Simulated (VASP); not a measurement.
Set up this calculation in VASP 6.6.1, as the native input.

```
Task                   : relaxation of cell and atoms
Functional             : RPBE
Potentials or basis    : VASP PAW PBE potentials, release 64 (Si)
Cutoff                 : 600 eV
k mesh                 : 8 × 8 × 8
Occupations            : fermi-dirac, width 0.05 eV
Spin                   : no spin polarisation
Further INCAR settings : ALGO = Fast; EDIFF = 1e-06; IBRION = 2; EDIFFG = -0.01; NSW = 60; ISIF = 3
```

The structure of Si lies in POSCAR:

```
Si
1.0
    0.0000000000      2.7218511865      2.7218511865
    2.7218511865      0.0000000000      2.7218511865
    2.7218511865      2.7218511865      0.0000000000
Si
2
Direct
    0.5000000000      0.5000000000      0.5000000000
    0.7500000000      0.7500000000      0.7500000000
```

One way to write it, as run:

INCAR

```
PREC = Accurate
ENCUT = 600
EDIFF = 1E-6
ISMEAR = -1
SIGMA = 0.05
LREAL = False
LASPH = True
NELM = 60
ALGO = Fast
ISIF = 3
LWAVE = False
LCHARG = False
GGA = RP
IBRION = 2
NSW = 60
EDIFFG = -0.01
```

KPOINTS

```
Automatic mesh
0
Gamma
  8 8 8
```

Potentials or basis: VASP PAW PBE potentials, release 64 (Si).

Run with:

```bash
$ cat potpaw_PBE.64/Si/POTCAR > POTCAR
$ mpirun -np 1 vasp_std > vasp.out
```

It gave:

```json
{
 "Relaxed volume": "20.77 Å³/atom",
 "Relaxed cell": "a = 3.887 Å, b = 3.887 Å, c = 3.887 Å, α = 60.00°, β = 60.00°, γ = 60.00°",
 "Space group after relaxing (to 0.05 Å)": "Fd-3m (No. 227)",
 "Energy gained by relaxing": "4.9 meV/atom",
 "Ionic steps": "3",
 "Pressure after relaxing": "0.0 GPa",
 "Band gap on the k mesh": "0.73 eV, indirect (least direct gap 2.55 eV)"
}
```

Caveat: the PAW data sets were made with another functional, which shifts forces and pressure a little.

It took 19 s on 1 thread of Intel(R) Xeon(R) Platinum 8488C (Sapphire Rapids) (shared host), peak memory 0.17 GiB.
